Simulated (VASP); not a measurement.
# PtS2 (P-3m1) in VASP: further runs

The runs below take PtS2 through single point, with r2SCAN.

Program: VASP 6.6.1. These are calculated values, not measurements. Logs are shortened: lines on timing, memory, paths and dates and some standing lists are left out, and cuts for length are marked.

**1. The structure**

It takes space group P-3m1 (No. 164, trigonal). Conventional cell: a = 3.543 Å, b = 3.543 Å, c = 5.039 Å, α = 90.00°, β = 90.00°, γ = 120.00°. Pt (site symmetry -3m) is surrounded by 6 S at 2.34 Å. S (site symmetry 3m) is surrounded by 3 Pt at 2.34 Å.

**2. Single point, r2SCAN**

Contents of INCAR:

```
SYSTEM = PtS2
  PREC = Accurate
  ENCUT = 300
  EDIFF = 1E-7
  ISMEAR = 0
  SIGMA = 0.05
  LREAL = .FALSE.
  LASPH = .TRUE.
  NELM = 100
  ALGO = Normal
  ISIF = 2
  LWAVE = .FALSE.
  LCHARG = .FALSE.
  METAGGA = R2SCAN
  LMIXTAU = .TRUE.
  ADDGRID = .FALSE.
```

Contents of KPOINTS:

```
regular mesh
0
G
  4 4 2
  0 0 0
```

Contents of POSCAR:

```
PtS2
1.0
    3.5432000000      0.0000000000      0.0000000000
   -1.7716000000      3.0685012107      0.0000000000
    0.0000000000      0.0000000000      5.0388000000
Pt S
1 2
Direct
    0.0000000000      0.0000000000      0.0000000000
    0.6666666667      0.3333333333      0.7730000000
    0.3333333333      0.6666666667      0.2270000000
```

Potentials or basis: VASP PAW PBE potentials, release 64 (Pt, S).

Launch:

```console
> cat potpaw_PBE.64/Pt/POTCAR potpaw_PBE.64/S/POTCAR > POTCAR
> mpirun -np 1 vasp_std > vasp.out
```

OUTCAR:

```text
SYSTEM = PtS2
   PREC = Accurate
   ENCUT = 300
   EDIFF = 1E-7
   ISMEAR = 0
   LREAL = .FALSE.
   LASPH = .TRUE.
   NELM = 100
   ISIF = 2
   METAGGA = R2SCAN

 Found      8 irreducible k-points:

 Following reciprocal coordinates:
            Coordinates               Weight
  0.000000  0.000000  0.000000      1.000000
  0.250000  0.000000  0.000000      6.000000
  0.500000  0.000000  0.000000      3.000000
  0.250000  0.250000  0.000000      6.000000
  0.000000  0.000000  0.500000      1.000000
  0.250000  0.000000  0.500000      6.000000
   k-points           NKPTS =      8   k-points in BZ     NKDIM =      8   number of bands    NBANDS=     15
   number of dos      NEDOS =    301   number of ions     NIONS =      3
   total plane-waves  NPLWV =  11200
   dimension x,y,z NGX =    20 NGY =   20 NGZ =   28
   dimension x,y,z NGXF=    40 NGYF=   40 NGZF=   56
   ions per type =               1   2
   NGX,Y,Z   is equivalent  to a cutoff of   9.38,  9.38,  9.24 a.u.
   NGXF,Y,Z  is equivalent  to a cutoff of  18.77, 18.77, 18.48 a.u.
 SYSTEM =  PtS2
   PREC   = accura    normal or accurate (medium, high low for compatibility)
   ISTART =      0    job   : 0-new  1-cont  2-samecut
   ICHARG =      2    charge: 1-file 2-atom 10-const
   ISPIN  =      1    spin polarized calculation?
   LNONCOLLINEAR =      F non collinear calculations
   LSORBIT =      F    spin-orbit coupling
   LASPH  =      T    aspherical Exc in radial PAW
   ENCUT  =  300.0 eV  22.05 Ry    4.70 a.u.   5.00  5.00  7.12*2*pi/ulx,y,z
   NELM   =    100;   NELMIN=  2; NELMDL= -5     # of ELM steps
   EDIFF  = 0.1E-06   stopping-criterion for ELM
   LREAL  =      F    real-space projection
   EDIFFG = 0.1E-05   stopping-criterion for IOM
   NSW    =      0    number of steps for IOM
   IBRION =     -1    ionic relax: 0-MD 1-quasi-New 2-CG
   NFREE  =      0    steps in history (QN), initial steepest desc. (CG)
   ISIF   =      2    stress and relaxation
   ISYM   =      2    0-nonsym 1-usesym 2-fastsym
   POTIM  = 0.5000    time-step for ionic-motion
   TEBEG  =    0.0;   TEEND  =   0.0 temperature during run
   PSTRESS=    0.0 pullay stress
   NELECT =      22.0000    total number of electrons
   NUPDOWN=      -1.0000    fix difference up-down
   EMIN   =  10.00;   EMAX   =-10.00  energy-range for DOS
   EFERMI =   0.00;   METHOD = LEGACY
   ISMEAR =     0;   SIGMA  =   0.05  broadening in eV -4-tet -1-fermi 0-gaus
   EFERMI_NEDOS =   21; number of points for ismear=-14 and -15
   IALGO  =     38    algorithm
   IMIX   =      4    mixing-type and parameters
     AMIX     =   0.40;   BMIX     =  1.00
     AMIX_MAG =   1.60;   BMIX_MAG =  1.00
  volume/ion in A,a.u.               =      18.26       123.23
  Fermi-wavevector in a.u.,A,eV,Ry     =   1.207812  2.282434 19.848315  1.458810
  Thomas-Fermi vector in A             =   2.343439
   LORBIT       =      0    0 simple, 1 ext, 2 COOP (PROOUT), +10 PAW based schemes
   METAGGA = R2SCAN    functional components
   LHFCALC =     F    Hartree Fock is set to
   AEXX    =    0.0000 exact exchange contribution
   IVDW    =     0    specifies the selected vdW correction
   LEPSILON=     F    determine dielectric tensor
   LRPA    =     F    only Hartree local field effects (RPA)
 non-spin polarized calculation
 Gauss-broadening in eV      SIGMA  =   0.05
  energy-cutoff  :      300.00
  volume of cell :       54.78
 maximum number of plane-waves:       660
 NGX is ok and might be reduce to    20
   NGX =  9   NGY =  9   NGZ = 15

 number of electron      21.9999989 magnetization

 Free energy of the ion-electron system (eV)
  ---------------------------------------------------
  ext. energy  EPLUGINS =         0.00000000
  ---------------------------------------------------
  free energy    TOTEN  =       -68.75666595 eV

  energy without entropy =      -68.75666595  energy(sigma->0) =      -68.75666595

 E-fermi :   6.6265     XC(G=0): -11.2826

 val. band max:        6.4081722882   @ k =   0.0000   0.0000   0.0000
 cond. band min:       7.7266830870   @ k =   0.2500   0.2500   0.0000
 fundamental gap:      1.3185107987
 Fermi energy:         6.6265098576

 k-point     1 :       0.0000    0.0000    0.0000
  band No.  band energies     occupation
      1      -9.7108      2.00000
      2      -6.3460      2.00000
      3      -0.7877      2.00000
      4      -0.7877      2.00000
      5      -0.6661      2.00000
      6       2.3606      2.00000
      7       2.3606      2.00000
      8       4.6356      2.00000
      9       5.3234      2.00000
     10       5.3234      2.00000
     11       6.4082      2.00000
     12       9.1570      0.00000
     13       9.1570      0.00000
     14      11.7511      0.00000
     15      12.8996      0.00000

 k-point     2 :       0.2500    0.0000    0.0000
  band No.  band energies     occupation
      1      -8.8989      2.00000
      2      -6.8041      2.00000
      3      -0.3082      2.00000
      4      -0.2789      2.00000
      5       0.2302      2.00000
      6       1.1300      2.00000
      7       1.9925      2.00000
      8       3.3585      2.00000
      9       4.9248      2.00000
     10       4.9339      2.00000
     11       5.8410      2.00000
     12       8.2209      0.00000
     13       9.0425      0.00000
     14      12.4873      0.00000
     15      14.8099      0.00000

 k-point     3 :       0.5000    0.0000    0.0000
  band No.  band energies     occupation
      1      -7.6394      2.00000
      2      -7.3555      2.00000
      3      -1.3169      2.00000
      4       0.1118      2.00000
      5       1.0750      2.00000
      6       1.9997      2.00000
      7       2.9732      2.00000
      8       3.0150      2.00000
      9       3.1208      2.00000
     10       3.4135      2.00000
     11       4.1075      2.00000
     12       8.4711      0.00000
     13       9.5543      0.00000
     14      12.4114      0.00000
     15      13.5890      0.00000

 k-point     4 :       0.2500    0.2500    0.0000
  band No.  band energies     occupation
      1      -7.7709      2.00000
      2      -7.2172      2.00000
      3      -0.5189      2.00000
      4       0.0590      2.00000
      5       0.3204      2.00000
      6       1.3669      2.00000
      7       1.7372      2.00000
      8       3.0606      2.00000
      9       3.6623      2.00000
     10       4.1114      2.00000
     11       5.7584      2.00000
     12       7.7267      0.00000
     13       8.4263      0.00000
     14      12.7070      0.00000
     15      14.9757      0.00000

 k-point     5 :       0.0000    0.0000    0.5000
  band No.  band energies     occupation
      1      -9.4185      2.00000
      2      -7.0647      2.00000
      3      -0.7665      2.00000
      4      -0.7665      2.00000
      5       0.6293      2.00000
      6       2.3374      2.00000
      7       2.3374      2.00000
      8       3.9779      2.00000
      9       5.1307      2.00000
     10       5.1307      2.00000
     11       5.5921      2.00000
     12       9.6449      0.00000
     13       9.6449      0.00000
     14      12.4571      0.00000
     15      14.4529      0.00000

 k-point     6 :       0.2500    0.0000    0.5000
  band No.  band energies     occupation
      1      -8.6236      2.00000
      2      -7.2224      2.00000
      3      -0.7356      2.00000
      4      -0.2891      2.00000
      5       0.6185      2.00000
      6       1.5146      2.00000
      7       1.9656      2.00000
      8       3.4843      2.00000
      9       5.1019      2.00000
     10       5.1866      2.00000
     11       5.6577      2.00000
     12       7.8358      0.00000
     13       8.7184      0.00000
     14      12.5116      0.00000
     15      14.2579      0.00000

 [... further k-points ...]

------------------------ aborting loop because EDIFF is reached ----------------------------------------

  FORCE on cell =-STRESS in cart. coord.  units (eV):
  Direction    XX          YY          ZZ          XY          YZ          ZX
  --------------------------------------------------------------------------------------
  -------------------------------------------------------------------------------------
  Total        3.0527365      3.0527365      2.8564587      0.0000000      0.0000000      0.0000000
  in kB       89.2793070     89.2793070     83.5390328      0.0000000      0.0000000      0.0000000
  external PRESSURE =      87.3658823 kB  Pullay stress =       0.0000000 kB

 VOLUME and BASIS-vectors are now :
 -----------------------------------------------------------------------------
  energy-cutoff  :      300.00
  volume of cell :       54.78
      direct lattice vectors                 reciprocal lattice vectors
     3.543200000  0.000000000  0.000000000     0.282230752  0.162946001  0.000000000
    -1.771600000  3.068501211  0.000000000     0.000000000  0.325892001  0.000000000
     0.000000000  0.000000000  5.038800000     0.000000000  0.000000000  0.198459951

 POSITION                                       TOTAL-FORCE (eV/Angst)
 -----------------------------------------------------------------------------------
      0.00000      0.00000      0.00000         0.000000      0.000000      0.000000
      1.77160      1.02283      3.89499         0.000000      0.000000     -1.301019
     -0.00000      2.04567      1.14381        -0.000000      0.000000      1.301019
 -----------------------------------------------------------------------------------
    total drift:                                0.000000     -0.000000      0.000000

  FREE ENERGIE OF THE ION-ELECTRON SYSTEM (eV)
  ---------------------------------------------------
  free  energy   TOTEN  =       -68.7566659546 eV

  energy  without entropy=      -68.7566659546  energy(sigma->0) =      -68.75666595
```

Run time: 17 s. Hardware: 1 thread of Intel Xeon Platinum 8559C (Emerald Rapids), shared host; peak memory 0.13 GiB.

The run converged, but some of its settings lie outside the range that counts as converged, so its numbers aren't taken as properties of the crystal.

Results:

| Item | Value |
| --- | --- |
| Free energy | -68.7567 eV |
| Pressure | 8.7 GPa |
| Largest force | 1.301 eV/Å |
| Band gap on the k mesh | 1.32 eV, indirect (least direct gap 1.97 eV) |

Caveat: the k mesh is coarse (spacing up to 0.62 Å⁻¹), so the values aren't converged; the cutoff is under 1.25 times the usual one of these potentials, so pressure, stress and relaxed cells hold a basis-set (Pulay) error; the PAW data sets were made with another functional, which shifts forces and pressure a little; spin-orbit coupling is left out, which moves the levels of the heavy elements.

**3. Single point, r2SCAN**

INCAR: that of step 2 with these lines changed.

```diff
@@ -2,3 +2,3 @@
   PREC = Accurate
-  ENCUT = 300
+  ENCUT = 500
   EDIFF = 1E-7
```

Contents of KPOINTS:

```
regular mesh
0
G
  3 3 2
  0 0 0
```

POSCAR is that of step 2.

Potentials or basis: VASP PAW PBE potentials, release 64 (Pt, S).

Launch:

```console
> cat potpaw_PBE.64/Pt/POTCAR potpaw_PBE.64/S/POTCAR > POTCAR
> mpirun -np 1 vasp_std > vasp.out
```

It took 23 s on 1 thread of Intel Xeon Platinum 8559C (Emerald Rapids), shared host; peak memory 0.18 GiB.

These settings aren't checked as converged: the numbers below hold their error.

What came out:

| Item | Value |
| --- | --- |
| Free energy | -68.8434 eV |
| Pressure | 8.7 GPa |
| Largest force | 1.113 eV/Å |
| Band gap on the k mesh | 1.33 eV, indirect (least direct gap 2.62 eV) |

Caveat: the k mesh is coarse (spacing up to 0.68 Å⁻¹), so the values aren't converged; the PAW data sets were made with another functional, which shifts forces and pressure a little; spin-orbit coupling is left out, which moves the levels of the heavy elements; an odd mesh through Γ misses points on the zone boundary, where band edges often lie.

**4. Single point, r2SCAN**

INCAR: that of step 3 with these lines changed.

```diff
@@ -2,3 +2,3 @@
   PREC = Accurate
-  ENCUT = 500
+  ENCUT = 350
   EDIFF = 1E-7
```

Contents of KPOINTS:

```
regular mesh
0
G
  4 4 2
  0 0 0
```

POSCAR is that of step 3.

Launch:

```console
> cat potpaw_PBE.64/Pt/POTCAR potpaw_PBE.64/S/POTCAR > POTCAR
> mpirun -np 1 vasp_std > vasp.out
```

Wall time 17 s (1 thread of Intel Xeon Platinum 8559C (Emerald Rapids), shared host); peak memory 0.15 GiB.

The run converged, but some of its settings lie outside the range that counts as converged, so its numbers aren't taken as properties of the crystal.

Results:

```yaml
Free_energy: -68.7540 eV
Pressure: 8.9 GPa
Largest_force: 1.299 eV/Å
Band_gap_on_the_k_mesh: 1.32 eV, indirect (least direct gap 1.97 eV)
```

Caveat: the k mesh is coarse (spacing up to 0.62 Å⁻¹), so the values aren't converged; the PAW data sets were made with another functional, which shifts forces and pressure a little; spin-orbit coupling is left out, which moves the levels of the heavy elements.

**5. For comparison**

An earlier run on the cell as given: functional PBEsol; potentials or basis VASP PAW PBE potentials, release 64 (Pt, S); cutoff 520 eV; k mesh 9 × 9 × 5; occupations fermi-dirac, width 0.05 eV; no spin polarisation.

* Pressure: 6.1 GPa
* Largest force: 0.930 eV/Å
* Band gap on the k mesh: 0.96 eV, indirect (least direct gap 1.00 eV)
